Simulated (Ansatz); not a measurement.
# Lattice dynamics at Γ of CdSiP2 (I-42d)

Perturbation theory with PBEsol in the PAW code Ansatz on the PBEsol cell, ground state and force constants on a 6×6×6 mesh. No spin polarisation and no zero-point or thermal motion.

It is tetragonal, I-42d (No. 122); a = 5.644 Å, c = 10.501 Å in the conventional setting, 20.91 Å³ an atom. Cd has 4 P at 2.54 Å; Si has 4 P at 2.25 Å; P has 2 Si at 2.25 Å and 2 Cd at 2.54 Å.

```
CELL_PARAMETERS angstrom
-2.82201 2.82201 5.25040
2.82201 -2.82201 5.25040
2.82201 2.82201 -5.25040
ATOMIC_POSITIONS crystal
Cd 0.75000 0.25000 0.50000
Cd 0.00000 0.00000 0.00000
Si 0.50000 0.50000 0.00000
Si 0.25000 0.75000 0.50000
P 0.87500 0.83233 0.45733
P 0.16767 0.62500 0.04267
P 0.37500 0.41767 0.54267
P 0.58233 0.12500 0.95733
```

Optical modes without the longitudinal term:

| ω (cm⁻¹) | degeneracy | IR intensity, summed over the level ((D/Å)²/amu) |
| --- | --- | --- |
| 64 | 2 | 0.03 |
| 86 | 1 | 0.00 |
| 107 | 1 | 0.13 |
| 150 | 2 | 2.03 |
| 240 | 2 | 2.37 |
| 283 | 2 | 3.89 |
| 293 | 1 | 7.48 |
| 293 | 1 | 0.00 |
| 303 | 1 | 0.00 |
| 319 | 1 | 0.00 |
| 374 | 1 | 0.00 |
| 441 | 1 | 0.00 |
| 443 | 2 | 7.96 |
| 474 | 2 | 31.30 |
| 476 | 1 | 16.29 |

All optical modes at Γ are real, from 64 to 476 cm⁻¹ without the longitudinal term; this says nothing of other wave vectors. With the long-range field the highest mode reaches 496 cm⁻¹. By the program's warning the force constants, and with them frequencies and ε⁰, aren't converged on this mesh. Of the real levels 9 are infrared active, the strongest at 474 cm⁻¹.

The clamped-ion dielectric constant comes out as 11.16 along x and y, 10.93 along z. With the ions relaxed, ε⁰ is 13.5 along x and y, 13.1 along z. Born charges, averaged over directions: Cd +1.89, Si +2.32, P -2.11 e.

For comparison, on the r2SCAN cell the mean ε∞ is 10.76 with PBE (ground state on 6×6×6; least gap 1.37 eV).

The runs are scalar-relativistic, without spin-orbit coupling.
